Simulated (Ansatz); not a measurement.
# H: the cost of one run

Computed with Ansatz 0.2.0 (DFT r2SCAN, scalar-relativistic, plane waves, PAW, unless a step's input says otherwise).

**1. Starting point**

Symmetry: P2_12_12_1, No. 19, orthorhombic system. The conventional cell has a = 7.177 Å, b = 7.187 Å, c = 7.208 Å, α = 90.00°, β = 90.00°, γ = 90.00°. H (site symmetry 1) is surrounded by 1 H at 0.74 Å.

Coordinates:

```
CELL_PARAMETERS angstrom
7.17722 0.00000 0.00000
0.00000 7.18693 0.00000
0.00000 0.00000 7.20815
ATOMIC_POSITIONS crystal
H 0.36553 0.72174 0.64726
H 0.86553 0.77826 0.35274
H 0.63447 0.22174 0.85274
H 0.13447 0.27826 0.14726
H 0.64452 0.14926 0.78027
H 0.14452 0.35074 0.21973
H 0.35548 0.64926 0.71973
H 0.85548 0.85074 0.28027
```

This is candidate A: structure listed in a database for this formula (P2_12_12_1, No. 19).

(A quick probe on a coarse mesh, which set the mesh and smearing, is not shown.)

**3. The relaxation (candidate A)**

File input.yaml:

```yaml
crystal:
  lattice:
    - [7.17722434, 0.0, 0.0]
    - [0.0, 7.18692792, 0.0]
    - [0.0, 0.0, 7.20815403]
  atoms:
    - { symbol: H, position: [0.36553261, 0.72173629, 0.64725933] }
    - { symbol: H, position: [0.86553261, 0.77826371, 0.35274067] }
    - { symbol: H, position: [0.63446739, 0.22173629, 0.85274067] }
    - { symbol: H, position: [0.13446739, 0.27826371, 0.14725933] }
    - { symbol: H, position: [0.64452235, 0.14925896, 0.78027071] }
    - { symbol: H, position: [0.14452235, 0.35074104, 0.21972929] }
    - { symbol: H, position: [0.35547765, 0.64925896, 0.71972929] }
    - { symbol: H, position: [0.85547765, 0.85074104, 0.28027071] }
basis:
  ecutwfc: 500
kpoints:
  mp_grid: { grid: [4, 4, 4] }
hamiltonian:
  xc: r2scan
scf:
  occupations: { method: gaussian, width: 0.02 }
output:
  forces: true
  stress: true
  eigenvalues: true
relax:
  adjacent_minimum: "off"
  f_tol: 0.01
  max_steps: 80
  cell: { stress_tol: 0.05 }
```

**Question.** How long does this run take on 1 thread of an x86-64 CPU, shared host, and how much memory does it need?

About 63 s, with a peak of 0.64 GiB.
